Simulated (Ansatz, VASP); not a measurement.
MgI2: VASP beside Ansatz

INCAR

```
ALGO = Normal
EDIFF = 1E-7
ENCUT = 520
GGA = PS
ISIF = 2
ISMEAR = -1
LASPH = T
LCHARG = F
LREAL = F
LWAVE = F
NBANDS = 15
NELM = 100
PREC = Accurate
SIGMA = 0.03
```

File KPOINTS:

```
k-points
0
Gamma
  7 7 4
```

File POSCAR:

```
MgI2
1.0
    4.2083603386      0.0000000000      0.0000000000
   -2.1041801693      3.6445469615      0.0000000000
    0.0000000000      0.0000000000      6.9522998290
Mg I
1 2
Direct
    0.0000000000      0.0000000000      0.0000000000
    0.3333333333      0.6666666667      0.7576300000
    0.6666666667      0.3333333333      0.2423700000
```

Input for Ansatz:

```yaml
crystal:
  lattice:
    - [4.2083603386, 0.0, 0.0]
    - [-2.1041801693, 3.6445469615, 0.0]
    - [0.0, 0.0, 6.952299829]
  atoms:
    - { symbol: Mg, position: [0.0, 0.0, 0.0] }
    - { symbol: I, position: [0.3333333333, 0.6666666667, 0.75763] }
    - { symbol: I, position: [0.6666666667, 0.3333333333, 0.24237] }
kpoints:
  mp_grid: { grid: [7, 7, 4] }
  band_path:
    path:
      - [0.0, 0.0, 0.0]
      - [0.5, 0.0, 0.0]
      - [0.3333333333, 0.3333333333, 0.0]
      - [0.0, 0.0, 0.0]
      - [0.0, 0.0, 0.5]
      - [0.5, 0.0, 0.5]
      - [0.3333333333, 0.3333333333, 0.5]
      - [0.0, 0.0, 0.5]
      - [0.5, 0.0, 0.5]
    npoints: 5
scf:
  occupations: { method: fermi_dirac, width: 0.03 }
hamiltonian:
  xc: pbesol
  pseudopotentials: { kind: all_electron, lapw: { basis_error: 0.001 } }
output:
  forces: true
  stress: true
  eigenvalues: true
```

Change from the starting cell: volume scaled by 1.04.

Alike in both runs: task single point; functional PBEsol; k mesh 7 × 7 × 4; occupations fermi-dirac, width 0.03 eV; no spin polarisation.

|  | VASP | Ansatz |
| --- | --- | --- |
| version | VASP 6.6.1 | Ansatz 0.2.0 |
| potentials or method | VASP PAW PBE potentials, release 64 (Mg, I) | all-electron LAPW, scalar-relativistic |
| plane-wave cutoff (eV) | 520 | see its input |

|  | VASP | Ansatz | Ansatz less VASP |
| --- | --- | --- | --- |
| gap on the k mesh at the Fermi level (eV) | 3.42 | 3.43 | +0.011 |
| pressure (GPa) | -1.3 | -1.3 | +0.02 |
| largest component of the traceless stress (GPa) | 0.29 | 0.28 | -0.005 |
| rms of the force components (eV/Å) | 0.102 | 0.101 | -0.0019 |

Atom by atom the forces differ by 0.002 eV/Å (rms over components). Ansatz ran all-electron here, so the differences hold the error of VASP's frozen core and of both bases.

Caveats: the PAW data sets were made with another functional, which shifts forces and pressure a little (VASP); spin-orbit coupling is left out, which moves the levels of the heavy elements; an odd mesh through Γ misses points on the zone boundary, where band edges often lie; this functional lacks dispersion, which binds the layers, so the pressure and a relaxed spacing across them are unreliable.
